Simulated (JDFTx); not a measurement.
A run of JDFTx 1.7.0 (patched build) is set up as follows.

Contents of bands.in:

```
lattice \
    6.6181799364     0.0000000000     0.0000000000 \
    0.0000000000     6.6181799364     0.0000000000 \
    0.0000000000     0.0000000000     6.6181799364
coords-type Cartesian
ion Cl     3.3090899682     3.3090899682     3.3090899682 1
ion Na     0.0000000000     0.0000000000     0.0000000000 1

ion-species pseudo/Cl.upf
ion-species pseudo/Na.upf
elec-cutoff 44 352
elec-ex-corr gga-PBE
elec-smearing Fermi 0.0018374661
elec-n-bands 14
electronic-minimize nIterations 30 energyDiffThreshold 1e-06
davidson-band-ratio 1.3
forces-output-coords Cartesian
include path.kpoints
symmetries none
fix-electron-density run.$VAR

dump-name bands.$VAR
dump End Ecomponents EigStats BandEigs Kpoints Forces
```

Contents of path.kpoints:

```
kpoint +0.0000000000 +0.0000000000 +0.0000000000 0.020000000000
kpoint +0.0000000000 +0.0833333333 +0.0000000000 0.020000000000
kpoint +0.0000000000 +0.1666666667 +0.0000000000 0.020000000000
kpoint +0.0000000000 +0.2500000000 +0.0000000000 0.020000000000
kpoint +0.0000000000 +0.3333333333 +0.0000000000 0.020000000000
kpoint +0.0000000000 +0.4166666667 +0.0000000000 0.020000000000
kpoint +0.0000000000 +0.5000000000 +0.0000000000 0.020000000000
kpoint +0.0833333333 +0.5000000000 +0.0000000000 0.020000000000
kpoint +0.1666666667 +0.5000000000 +0.0000000000 0.020000000000
kpoint +0.2500000000 +0.5000000000 +0.0000000000 0.020000000000
kpoint +0.3333333333 +0.5000000000 +0.0000000000 0.020000000000
kpoint +0.4166666667 +0.5000000000 +0.0000000000 0.020000000000
kpoint +0.5000000000 +0.5000000000 +0.0000000000 0.020000000000
kpoint +0.4444444444 +0.4444444444 +0.0000000000 0.020000000000
kpoint +0.3888888889 +0.3888888889 +0.0000000000 0.020000000000
kpoint +0.3333333333 +0.3333333333 +0.0000000000 0.020000000000
kpoint +0.2777777778 +0.2777777778 +0.0000000000 0.020000000000
kpoint +0.2222222222 +0.2222222222 +0.0000000000 0.020000000000
kpoint +0.1666666667 +0.1666666667 +0.0000000000 0.020000000000
kpoint +0.1111111111 +0.1111111111 +0.0000000000 0.020000000000
kpoint +0.0555555556 +0.0555555556 +0.0000000000 0.020000000000
kpoint +0.0000000000 +0.0000000000 +0.0000000000 0.020000000000
kpoint +0.0454545455 +0.0454545455 +0.0454545455 0.020000000000
kpoint +0.0909090909 +0.0909090909 +0.0909090909 0.020000000000
kpoint +0.1363636364 +0.1363636364 +0.1363636364 0.020000000000
kpoint +0.1818181818 +0.1818181818 +0.1818181818 0.020000000000
kpoint +0.2272727273 +0.2272727273 +0.2272727273 0.020000000000
kpoint +0.2727272727 +0.2727272727 +0.2727272727 0.020000000000
kpoint +0.3181818182 +0.3181818182 +0.3181818182 0.020000000000
kpoint +0.3636363636 +0.3636363636 +0.3636363636 0.020000000000
kpoint +0.4090909091 +0.4090909091 +0.4090909091 0.020000000000
kpoint +0.4545454545 +0.4545454545 +0.4545454545 0.020000000000
kpoint +0.5000000000 +0.5000000000 +0.5000000000 0.020000000000
kpoint +0.4500000000 +0.5000000000 +0.4500000000 0.020000000000
kpoint +0.4000000000 +0.5000000000 +0.4000000000 0.020000000000
kpoint +0.3500000000 +0.5000000000 +0.3500000000 0.020000000000
kpoint +0.3000000000 +0.5000000000 +0.3000000000 0.020000000000
kpoint +0.2500000000 +0.5000000000 +0.2500000000 0.020000000000
kpoint +0.2000000000 +0.5000000000 +0.2000000000 0.020000000000
kpoint +0.1500000000 +0.5000000000 +0.1500000000 0.020000000000
kpoint +0.1000000000 +0.5000000000 +0.1000000000 0.020000000000
kpoint +0.0500000000 +0.5000000000 +0.0500000000 0.020000000000
kpoint +0.0000000000 +0.5000000000 +0.0000000000 0.020000000000
kpoint +0.5000000000 +0.5000000000 +0.0000000000 0.020000000000
kpoint +0.5000000000 +0.5000000000 +0.0833333333 0.020000000000
kpoint +0.5000000000 +0.5000000000 +0.1666666667 0.020000000000
kpoint +0.5000000000 +0.5000000000 +0.2500000000 0.020000000000
kpoint +0.5000000000 +0.5000000000 +0.3333333333 0.020000000000
kpoint +0.5000000000 +0.5000000000 +0.4166666667 0.020000000000
kpoint +0.5000000000 +0.5000000000 +0.5000000000 0.020000000000
```

Potentials or basis: PseudoDojo-SR-PBE-0.5-standard.

The run is started by

```bash
$ jdftx -c 1 -i bands.in -o bands.out
```

(1) Estimate the band gap along the path.

## Answers

(1) 3.98 eV, indirect (least direct gap 4.47 eV).
